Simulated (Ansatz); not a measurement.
# ZrS: the cost of one run

Computed with Ansatz 0.2.0 (DFT PBEsol, scalar-relativistic, plane waves, PAW, unless a step's input says otherwise).

The COD entry's cell or inner coordinates are ideal or old and differ from later refinements, so a difference from it is no clean test against experiment.

1 further run of the same task is left out (set aside as unsound or not needed).

## 1. The structure to begin with

Symmetry: Fm-3m, No. 225, cubic system. The conventional cell has a = 5.167 Å, b = 5.167 Å, c = 5.167 Å, α = 90.00°, β = 90.00°, γ = 90.00°. Zr (site symmetry m-3m) has 6 S at 2.58 Å as nearest neighbours. Around S (site symmetry m-3m) lie 6 Zr at 2.58 Å.

Structure file:

```xyz
2
Lattice="0.0000 2.5834 2.5834 2.5834 0.0000 2.5834 2.5834 2.5834 0.0000" Properties=species:S:1:pos:R:3 pbc="T T T"
Zr    0.0000    0.0000    0.0000
S     2.5834    2.5834    2.5834
```

It is the result of an earlier relaxation at this level (volume 17.24 Å³/atom; gap on the mesh: none (metal)).

## 2. Plan of the line

The energy is mapped over two homogeneous strains (x along [1 0 0], y along [0 1 0], z along [0 0 1] of the conventional cell).

- strain +e along x and -e along y: 7 values from −4.00 to 4.00 %
- strain +e along z and -e/2 along x and y: 7 values from −7.00 to 7.00 %

Nothing else is relaxed (symmetry fixes all fractional coordinates). Energies count from the relaxed crystal. Points are written as (first, second).

## 3. Grid point (−2.67 %, −7.00 %)

File input.yaml:

```yaml
crystal:
  lattice:
    - [0.0, 2.7427710248, 2.4025403156]
    - [2.6048187099, 0.0, 2.4025403156]
    - [2.6048187099, 2.7427710248, 0.0]
  atoms:
    - { symbol: Zr, position: [0.0, 0.0, 0.0] }
    - { symbol: S, position: [0.5, 0.5, 0.5] }
basis:
  ecutwfc: 420
kpoints:
  mp_grid: { grid: [16, 16, 16] }
hamiltonian:
  xc: pbesol
  pseudopotentials: { kind: paw, azcp: { folder: soft_1 } }
scf:
  occupations: { method: gaussian, width: 0.15 }
output:
  forces: true
  stress: true
  eigenvalues: true
  write_density: true
  write_potential: true
  elf: true
  volumetric_format: npy
```

Run with:

```bash
> ansatz run input.yaml --threads 1 --pin off --max-ram 2048MiB --backend cpu --events-out ev --progress --plain --runs-dir out
```

What time and memory should one allow on 1 thread of Arm Neoverse N1, shared host?

About 44 s, with a peak of 0.53 GiB.
